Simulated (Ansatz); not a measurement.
input.yaml

```yaml
crystal:
  lattice:
    - [5.105311, 0.0, 0.0]
    - [2.552655, 4.421329, 0.0]
    - [0.0, 0.0, 17.168469]
  atoms:
    - { symbol: Cu, position: [0.1666667, 0.1666667, 0.0582463] }
    - { symbol: Cu, position: [0.6666667, 0.1666667, 0.0582463] }
    - { symbol: Cu, position: [0.1666667, 0.6666667, 0.0582463] }
    - { symbol: Cu, position: [0.6666667, 0.6666667, 0.0582463] }
    - { symbol: Cu, position: [-0.1666667, 0.3333333, 0.1796453] }
    - { symbol: Cu, position: [0.3333333, 0.3333333, 0.1796453] }
    - { symbol: Cu, position: [-0.1666667, 0.8333333, 0.1796453] }
    - { symbol: Cu, position: [0.3333333, 0.8333333, 0.1796453] }
    - { symbol: Cu, position: [0.0, 0.0, 0.3010443] }
    - { symbol: Cu, position: [0.5, 0.0, 0.3010443] }
    - { symbol: Cu, position: [0.0, 0.5, 0.3010443] }
    - { symbol: Cu, position: [0.5, 0.5, 0.3010443] }
    - { symbol: O, position: [0.8358964, 0.3519855, 0.3878313] }
basis:
  ecutwfc: 420.0
kpoints:
  mp_grid: { grid: [4, 4, 1] }
hamiltonian:
  xc: lda
scf:
  occupations: { method: gaussian, width: 0.15 }
  lower_state_search: "off"
relax:
  f_tol: 0.03
  max_steps: 60
  adjacent_minimum: "off"
  constraints: [{ sites: [0, 1, 2, 3] }]
```

Command:

```bash
$ ansatz run input.yaml --threads 4 --pin off --max-ram 10240MiB --backend cpu --events-out ev --progress --plain --runs-dir out
```

Hardware: 4 threads of AMD EPYC 7R13 Processor (Zen 3) (shared host).

Problem. Roughly how long does this run take, and how much memory?

Solution. 46 s, with a peak of 1.5 GiB, for 6 ionic steps.
